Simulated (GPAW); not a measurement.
The system is Ti3Si.

```
Ti Si
1.0
     0.00000    3.14436    3.14436
     3.14436    0.00000    3.14436
     3.14436    3.14436    0.00000
Ti Si
3 1
Cartesian
  0.0000 0.0000 0.0000
  1.5722 1.5722 1.5722
  4.7165 4.7165 4.7165
  3.1444 3.1444 3.1444
```

The cell comes from a database or a generator and needn't be the stable form of this composition.

```yaml
Program: GPAW 26.7.0
Task: relaxation of cell and atoms
Functional: PBEsol
Potentials_or_basis: PAW data sets generated in the run's folder for this functional
Cutoff: 600 eV
Basis: pw
k_mesh: 7 × 7 × 7
Occupations: fermi-dirac, width 0.05 eV
Spin: no spin polarisation
```

At the start: pressure -5.1 GPa; volume 15.54 Å³/atom.

Question: Where does the relaxation end?

Answer: Over 3 steps the energy falls by 7.0 meV/atom and the volume is 14.94 Å³/atom (-3.9 %); space group Fm-3m (No. 225, to 0.05 Å).

Step by step:
```
step  energy change (eV)  largest force (eV/Å)  pressure (GPa)  volume (Å³)
   1              0.0000                0.0000           -5.12        62.18
   2             -0.0088                0.0000           -4.45        61.85
   3             -0.0279                0.0000            0.19        59.77
```

Final structure:
```cif
data_structure
_symmetry_space_group_name_H-M 'P 1'
_symmetry_Int_Tables_number 1
_cell_length_a 4.3886
_cell_length_b 4.3886
_cell_length_c 4.3886
_cell_angle_alpha 60.000
_cell_angle_beta 60.000
_cell_angle_gamma 60.000
_cell_volume 59.77
loop_
_atom_site_label
_atom_site_type_symbol
_atom_site_fract_x
_atom_site_fract_y
_atom_site_fract_z
_atom_site_occupancy
Ti1 Ti 0.00000 0.00000 0.00000 1
Ti2 Ti 0.25000 0.25000 0.25000 1
Ti3 Ti 0.75000 0.75000 0.75000 1
Si1 Si 0.50000 0.50000 0.50000 1
```

Caveat: later steps reuse the first step's grids.
